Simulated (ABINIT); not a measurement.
Crystal: HfB2.

```
CELL_PARAMETERS angstrom
3.14000 0.00000 0.00000
-1.57000 2.71932 0.00000
0.00000 0.00000 3.48000
ATOMIC_POSITIONS crystal
Hf 0.00000 0.00000 0.00000
B 0.66667 0.33333 0.50000
B 0.33333 0.66667 0.50000
```

| Quantity | Value |
| --- | --- |
| Program | ABINIT 10.8.3 (patched build) |
| Task | relaxation of cell and atoms |
| Functional | PBE |
| Dispersion | D3(BJ) |
| Potentials or basis | JTH PAW PBE v2.0 |
| Cutoff | 517 eV |
| k mesh | 10 × 10 × 8 |
| Occupations | fermi-dirac, width 0.05 eV |
| Spin | no spin polarisation |

At the start: pressure -4.5 GPa; volume 9.90 Å³/atom.

Where does the relaxation end?

Over 4 steps the energy falls by 2.6 meV/atom and the volume is 9.73 Å³/atom (-1.8 %); space group P6/mmm (No. 191, to 0.05 Å).

The path:
```tsv
step	energy change (eV)	largest force (eV/Å)	pressure (GPa)	volume (Å³)
1	0.0000	0.0000	-4.55	29.71
2	-0.0073	0.0000	-1.00	29.30
3	-0.0077	0.0000	0.02	29.19
4	-0.0077	0.0000	0.00	29.19
```

Final structure:
```yaml
crystal:
  lattice:
    - [3.11993, 0.00000, 0.00000]
    - [-1.55997, 2.70194, 0.00000]
    - [0.00000, 0.00000, 3.46301]
  atoms:
    - { symbol: Hf, position: [0.00000, 0.00000, 0.00000] }
    - { symbol: B, position: [0.66667, 0.33333, 0.50000] }
    - { symbol: B, position: [0.33333, 0.66667, 0.50000] }
```

Caveat: pairwise dispersion overbinds metals, which lowers pressure and volume; the atomic spheres overlap.
